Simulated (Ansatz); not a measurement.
# Nb (Fm-3m) in Ansatz: convergence with k mesh

Aim: find how far k mesh must go before the results for Nb settle, at PBEsol. This setting moves, with any that are tied to it; all else stays.

Program: Ansatz 0.2.0. These are calculated values, not measurements. Logs are shortened: lines on timing, memory, paths and dates and some standing lists are left out, and cuts for length are marked.

### Step 1. The crystal as given

It takes space group Fm-3m (No. 225, cubic). Conventional cell: a = 4.230 Å, b = 4.230 Å, c = 4.230 Å, α = 90.00°, β = 90.00°, γ = 90.00°. Nb (site symmetry m-3m) is surrounded by 12 Nb at 2.99 Å.

This isn't the form of Nb at room conditions, which is bcc.

### Step 2. With k mesh 2 × 2 × 2

The input, input.yaml:

```yaml
crystal:
  lattice:
    - [0.0, 2.115, 2.115]
    - [2.115, 0.0, 2.115]
    - [2.115, 2.115, 0.0]
  atoms:
    - { symbol: Nb, position: [0.0, 0.0, 0.0] }
kpoints:
  mp_grid: { grid: [2, 2, 2] }
scf:
  occupations: { method: fermi_dirac, width: 0.05 }
hamiltonian:
  xc: pbesol
  pseudopotentials: { kind: all_electron, lapw: { basis_error: 0.001 } }
output:
  forces: true
  stress: true
  eigenvalues: true
```

Potentials or basis: all-electron LAPW, scalar-relativistic.

On the command line:

```
$ ansatz run input.yaml --threads 1 --pin off --max-ram 3072MiB --backend cpu --events-out ev --progress --plain --runs-dir out
```

Run time: 0.68 s. Hardware: 1 thread of Arm Neoverse V2, shared host; peak memory 0.2 GiB.

Results:

```
Free energy            : -103889.4181 eV
Pressure               : -43.5 GPa
Band gap on the k mesh : none (metal or under the smearing width)
```

### Step 3. With k mesh 4 × 4 × 4

Changes to input.yaml since step 2:

```diff
@@ -8,3 +8,3 @@
 kpoints:
-  mp_grid: { grid: [2, 2, 2] }
+  mp_grid: { grid: [4, 4, 4] }
 scf:
```

Potentials or basis: all-electron LAPW, scalar-relativistic.

On the command line:

```
$ ansatz run input.yaml --threads 1 --pin off --max-ram 3072MiB --backend cpu --events-out ev --progress --plain --runs-dir out
```

It took 0.93 s on 1 thread of Arm Neoverse V2, shared host; peak memory 0.2 GiB.

What came out:

```yaml
Free_energy: -103888.5341 eV
Pressure: -5.2 GPa
Band_gap_on_the_k_mesh: none (metal or under the smearing width)
```

### Step 4. With k mesh 6 × 6 × 6

Changes to input.yaml since step 3:

```diff
@@ -8,3 +8,3 @@
 kpoints:
-  mp_grid: { grid: [4, 4, 4] }
+  mp_grid: { grid: [6, 6, 6] }
 scf:
```

On the command line:

```
$ ansatz run input.yaml --threads 1 --pin off --max-ram 3072MiB --backend cpu --events-out ev --progress --plain --runs-dir out
```

It took 1.3 s on 1 thread of Arm Neoverse V2, shared host; peak memory 0.21 GiB.

What came out:

```
Free energy            : -103888.5508 eV
Pressure               : -6.7 GPa
Band gap on the k mesh : none (metal or under the smearing width)
```

### Step 5. With k mesh 7 × 7 × 7

Changes to input.yaml since step 4:

```diff
@@ -8,3 +8,3 @@
 kpoints:
-  mp_grid: { grid: [6, 6, 6] }
+  mp_grid: { grid: [7, 7, 7] }
 scf:
```

On the command line:

```
$ ansatz run input.yaml --threads 1 --pin off --max-ram 3072MiB --backend cpu --events-out ev --progress --plain --runs-dir out
```

Wall time 1.5 s (1 thread of Arm Neoverse V2, shared host); peak memory 0.21 GiB.

What came out:

- Free energy: -103888.5714 eV
- Pressure: -7.6 GPa
- Band gap on the k mesh: none (metal or under the smearing width)

### Step 6. With k mesh 9 × 9 × 9

Changes to input.yaml since step 5:

```diff
@@ -8,3 +8,3 @@
 kpoints:
-  mp_grid: { grid: [7, 7, 7] }
+  mp_grid: { grid: [9, 9, 9] }
 scf:
```

Potentials or basis: all-electron LAPW, scalar-relativistic.

On the command line:

```
$ ansatz run input.yaml --threads 1 --pin off --max-ram 3072MiB --backend cpu --events-out ev --progress --plain --runs-dir out
```

Run time: 2.3 s. Hardware: 1 thread of Arm Neoverse V2, shared host; peak memory 0.22 GiB.

Results:

```yaml
Free_energy: -103888.5394 eV
Pressure: -5.8 GPa
Band_gap_on_the_k_mesh: none (metal or under the smearing width)
```

### Step 7. With k mesh 11 × 11 × 11

Changes to input.yaml since step 6:

```diff
@@ -8,3 +8,3 @@
 kpoints:
-  mp_grid: { grid: [9, 9, 9] }
+  mp_grid: { grid: [11, 11, 11] }
 scf:
```

On the command line:

```
$ ansatz run input.yaml --threads 1 --pin off --max-ram 3072MiB --backend cpu --events-out ev --progress --plain --runs-dir out
```

It took 3.2 s on 1 thread of Arm Neoverse V2, shared host; peak memory 0.23 GiB.

Results:

```
Free energy            : -103888.5470 eV
Pressure               : -7.4 GPa
Band gap on the k mesh : none (metal or under the smearing width)
```

### Step 8. With k mesh 13 × 13 × 13

Changes to input.yaml since step 7:

```diff
@@ -8,3 +8,3 @@
 kpoints:
-  mp_grid: { grid: [11, 11, 11] }
+  mp_grid: { grid: [13, 13, 13] }
 scf:
```

On the command line:

```
$ ansatz run input.yaml --threads 1 --pin off --max-ram 3072MiB --backend cpu --events-out ev --progress --plain --runs-dir out
```

Wall time 4.5 s (1 thread of Arm Neoverse V2, shared host); peak memory 0.26 GiB.

It converged, with:

```
Free energy            : -103888.5456 eV
Pressure               : -6.7 GPa
Band gap on the k mesh : none (metal or under the smearing width)
```

### Step 9. With k mesh 16 × 16 × 16

Changes to input.yaml since step 8:

```diff
@@ -8,3 +8,3 @@
 kpoints:
-  mp_grid: { grid: [13, 13, 13] }
+  mp_grid: { grid: [16, 16, 16] }
 scf:
```

Potentials or basis: all-electron LAPW, scalar-relativistic.

On the command line:

```
$ ansatz run input.yaml --threads 1 --pin off --max-ram 3072MiB --backend cpu --events-out ev --progress --plain --runs-dir out
```

Output:

```text
Warning: RAYON_NUM_THREADS=1 ignored (pool sized by the plan → 1); use --threads N
LAPW: plane waves up to 7.252 Å⁻¹, error target 1.0e-3 eV per atom; small_component_spin mean_spin; Nb in spheres of 1.496 Å, 23 of its electrons in bands, Dirac shells [] (how accurate: hamiltonian.pseudopotentials.lapw.basis_error, Limitations)
Engine: ansatz 0.2.0, aarch64-unknown-linux-gnu
Pseudopotentials: kind: all_electron
Pseudopotential: Nb, LAPW, valence charge 23, lapw/all_electron/scalar/gaussian/Nb, Koelling and Harmon's equation, gaussian nucleus
Functional definition: PBEsol
  exchange = pbesol_x
  correlation = pbesol_c
Crystal: 1 atoms, lattice volume = 18.922 Å³
Basis set: ecut = 200.35132845400244 eV, 113 PW (Γ), exchange–correlation at level 2
Bands: 16, of which v1, the nominal top of the filled ones, is band 12 counted from 1 (11 counted from 0)
Symmetry: 48 space group operations
Space group: Fm-3m (ITA 225), of the structure as read, at distance tolerance 2.7e-5 Å
k-points: 145 of 4096
Non-local potential: Nb, projectors of the file, none
Initial density: superposition of atomic densities (chi_scale 0.1, normalization cell)
Initial wavefunctions: plane waves of lowest kinetic energy (no species holds an atomic orbital)
Functional: x = pbesol(κ = 0.804, μ = 0.12345679012345678), c = pbesol(β = 0.046)
iter 1 solved again at ethr=7.93e-4 eV; its pass at ethr=1.00e-1 eV (dr2=1.82e-1 eV) is discarded
SCF iter   1: F=—  HF=-103889.094407 eV  |F-HF|=—  |Δ(HF+E_count)|=         —  Δρ=3.89e-2  dr2=1.83e-1  ethr=7.93e-4  ⟨swp⟩=2.6  Hψ=15207  notcnv=0
preconditioner: auto → none  [metal: Δε(μ)=0.035 eV  Ē_g=7.413 eV  σ=0.050 eV  W_gap=0.17  n_scr=8 (ndim 8)  ℏωp=19.1 eV  f_vac=0.000  D(μ)=1.35/eV (n_scr^D=14)  sad-step TF]
SCF iter   2: F=—  HF=-103888.568829 eV  |F-HF|=—  |Δ(HF+E_count)|=   5.26e-1  Δρ=1.68e-2  dr2=4.05e-2  ethr=7.93e-4  ⟨swp⟩=2.4  Hψ=7309  notcnv=0
SCF iter   3: F=—  HF=-103888.546401 eV  |F-HF|=—  |Δ(HF+E_count)|=         —  Δρ=6.01e-3  dr2=5.60e-3  ethr=1.76e-4  ⟨swp⟩=2.0  Hψ=6621  notcnv=0
the basis was enlarged: its passes take 240.7 KiB over the memory plan, 1 of 1 planned eigensolver slots
iter 4 solved again at ethr=3.08e-7 eV; its pass at ethr=2.43e-5 eV (dr2=7.09e-5 eV) is discarded
SCF iter   4: F=—  HF=-103888.545600 eV  |F-HF|=—  |Δ(HF+E_count)|=   8.01e-4  Δρ=6.38e-4  dr2=7.07e-5  ethr=3.08e-7  ⟨swp⟩=2.0  Hψ=11273  notcnv=0
SCF iter   5: F=—  HF=-103888.545586 eV  |F-HF|=—  |Δ(HF+E_count)|=   1.38e-5  Δρ=4.30e-5  dr2=3.37e-7  ethr=3.08e-7  ⟨swp⟩=2.0  Hψ=6651  notcnv=0
SCF iter   6: F=-103888.545586 eV  HF=-103888.545586 eV  |F-HF|=1.70e-9  |Δ(HF+E_count)|=   6.55e-8  Δρ=1.19e-6  dr2=1.99e-10  ethr=1.47e-9  ⟨swp⟩=2.0  Hψ=6651  notcnv=0
SCF 1 converged in 6 iterations: F = -103888.545586 eV  dr2 = 1.99e-10
SCF converged after 6 iterations
Free energy (F): -103888.545586 eV
Harris-Foulkes:  -103888.545586 eV  (|F-HF|=1.70e-9)
Internal energy: -103888.532473 eV  (E = F + TS)
E sigma→0 (E₀):  -103888.539030 eV
Entropy (-TS):   -0.013113 eV (-13.113 meV/atom)
Fermi energy:    19.043118 eV
--- Per-component energies (eV) ---
  E_band       = -1789.580604
  E_kinetic    = 107470.253792
  E_xc         = -3181.544591
  E_electrostatic = -208177.241674  (all electrons and nuclei)
  E_smearing   = -0.013113  (= −TS)
  E_closure    = 0.000000  (closes the sum)
  E_atoms      = -103878.004289  (free atoms, spherical and without spin; not in F)
  Σ components = -103888.545586   (vs F -103888.545586, Δ=0.00e0)
  Basis errors (estimates in eV, not in F): energy 2.0e-4 per atom: plane waves 1.6e-4 (8.1e-5 summed), levels above the bands 1.7e-95, relativity 2.0e-8, radial functions 4.3e-5, core shells 1.1e-6; eigenvalues (radial functions only) 3.1e-6; not estimated: angular momenta, meshes, grids; target (lapw.basis_error) 1.0e-3; muffin-tin radii Nb 1.496 Å
--- Forces (eV/Å), atoms counted from 1 ---
  atom   1  Nb     0.00000000     0.00000000     0.00000000
  max |Σ_I F_I| component: 2.22e-31 eV/Å
--- Stress (GPa, compression-positive) ---
       -6.855656      -0.000000      -0.000000
       -0.000000      -6.855656       0.000000
       -0.000000       0.000000      -6.855656
  P = ⅓ Tr σ = -6.8557 GPa (-68.557 kbar)
--- Band table (eV; the first three rows and the last of 145) ---
  k-point 0: bands = ["-173.4750", "-173.4750", "-173.4597", "-173.4597", "-173.4597", "-35.6267", "-11.0619", "-11.0619", "-11.0619", "12.8507", "19.1563", "19.1563", "19.1563", "21.7198", "21.7198", "30.8054"]
  k-point 1: bands = ["-173.4750", "-173.4750", "-173.4597", "-173.4597", "-173.4597", "-35.6196", "-11.1094", "-11.0678", "-11.0678", "12.9953", "19.0435", "19.2232", "19.2232", "21.6600", "21.6600", "31.0955"]
  k-point 2: bands = ["-173.4750", "-173.4750", "-173.4597", "-173.4597", "-173.4597", "-35.5994", "-11.2432", "-11.0845", "-11.0845", "13.4060", "18.7654", "19.3895", "19.3895", "21.5376", "21.5376", "31.8478"]
  k-point 144: bands = ["-173.4750", "-173.4750", "-173.4597", "-173.4597", "-173.4597", "-35.3747", "-11.8247", "-11.8247", "-11.4978", "16.4242", "17.9481", "17.9481", "20.9077", "24.2527", "29.0131", "29.0131"]
```

Wall time 7.5 s (1 thread of Arm Neoverse V2, shared host); peak memory 0.29 GiB.

Results:

| Quantity | Value |
| --- | --- |
| Free energy | -103888.5456 eV |
| Pressure | -6.9 GPa |
| Band gap on the k mesh | none (metal or under the smearing width) |

### Step 10. Summary

```tsv
k mesh	energy less the tightest run, at zero smearing (meV/atom)	pressure (GPa)	SCF cycles	CPU time (s)	peak memory (GiB)
2 × 2 × 2	-861.51	-43.47	5	0.68	0.2
4 × 4 × 4	21.86	-5.17	6	0.93	0.2
6 × 6 × 6	-5.06	-6.71	6	1.3	0.21
7 × 7 × 7	-28.00	-7.65	6	1.5	0.21
9 × 9 × 9	6.63	-5.84	6	2.3	0.22
11 × 11 × 11	-2.11	-7.39	6	3.2	0.23
13 × 13 × 13	0.17	-6.67	6	4.5	0.26
16 × 16 × 16	0.00	-6.86	6	7.5	0.29
```

Against the tightest run, the energy stays within 1 meV/atom from 13 × 13 × 13 on. Not settled before the last step: the pressure (to 0.1 GPa). Meshes of other sizes hit other points, so gaps and Fermi surfaces needn't settle smoothly. The tightest run that finished is the yardstick and may itself not be fully converged.
